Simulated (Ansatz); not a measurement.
KBr:

```
Br K
1.0
     0.00000    3.30000    3.30000
     3.30000    0.00000    3.30000
     3.30000    3.30000    0.00000
Br K
1 1
Direct
  0.50000 0.50000 0.50000
  0.00000 0.00000 0.00000
```

- Program: Ansatz 0.2.0
- Task: relaxation of cell and atoms
- Functional: revPBE
- Potentials or basis: all-electron LAPW, scalar-relativistic
- Basis error allowed: 0.001 eV/atom
- k mesh: 7 × 7 × 7
- Occupations: fermi-dirac, width 0.05 eV
- Spin: no spin polarisation

At the start: volume 35.94 Å³/atom.

Q: How do energy, volume and symmetry change on relaxing?

A: Over 5 steps the energy falls by 25.6 meV/atom and the volume is 40.92 Å³/atom (+13.9 %); space group Fm-3m (No. 225, to 0.05 Å).

The path:
```
step  energy change (eV)  largest force (eV/Å)  volume (Å³)
   1              0.0000                0.0000        71.87
   2             -0.0356                0.0000        76.04
   3             -0.0507                0.0000        80.65
   4             -0.0513                0.0000        81.84
   5             -0.0513                0.0000        81.84
```

Final structure:
```cif
data_structure
_symmetry_space_group_name_H-M 'P 1'
_symmetry_Int_Tables_number 1
_cell_length_a 4.8733
_cell_length_b 4.8733
_cell_length_c 4.8733
_cell_angle_alpha 60.000
_cell_angle_beta 60.000
_cell_angle_gamma 60.000
_cell_volume 81.84
loop_
_atom_site_label
_atom_site_type_symbol
_atom_site_fract_x
_atom_site_fract_y
_atom_site_fract_z
_atom_site_occupancy
Br1 Br 0.50000 0.50000 0.50000 1
K1 K 0.00000 0.00000 0.00000 1
```
